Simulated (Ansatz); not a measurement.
The cell below derives from a database structure.

Input and command of a plane-wave DFT calculation in Ansatz:

```yaml
crystal:
  lattice:
    - [-0.035563049, -2.2380939094, -2.2875153979]
    - [-2.2745664161, -0.0145132732, -2.3085651737]
    - [2.4131303915, 2.4398072123, -4.7411810496]
  atoms:
    - { symbol: Zr, position: [0.308638025, 0.2887137156, 0.2247570042] }
    - { symbol: Zr, position: [0.6649017974, 0.7899052932, 0.7676593605] }
    - { symbol: C, position: [0.535044631, 0.4614013292, 0.4926074008] }
    - { symbol: C, position: [0.9914155465, 0.959979662, 1.0149762345] }
basis:
  ecutwfc: 420
kpoints:
  mp_grid: { grid: [8, 8, 8] }
hamiltonian:
  xc: pbe
scf:
  occupations: { method: gaussian, width: 0.2 }
  lower_state_search: "off"
output:
  forces: true
  stress: true
  eigenvalues: true
relax:
  adjacent_minimum: "off"
  f_tol: 0.025
  max_steps: 60
  cell: { stress_tol: 0.25 }
```

```bash
ansatz run input.yaml --threads 1 --pin off --max-ram 2560MiB --backend cpu --events-out ev --progress --plain --runs-dir out
```

Processor: Intel(R) Xeon(R) 6975P-C (Granite Rapids), 1 thread, on a host shared with other jobs.

Question: How long does it run, and how much memory does it take?

Answer: About 110 s, peak memory 0.63 GiB. It solves 20 bands at 260 k points (after reduction by symmetry) with about 1033 plane waves (on the last cell), in 40 SCF iterations over 8 ionic steps.
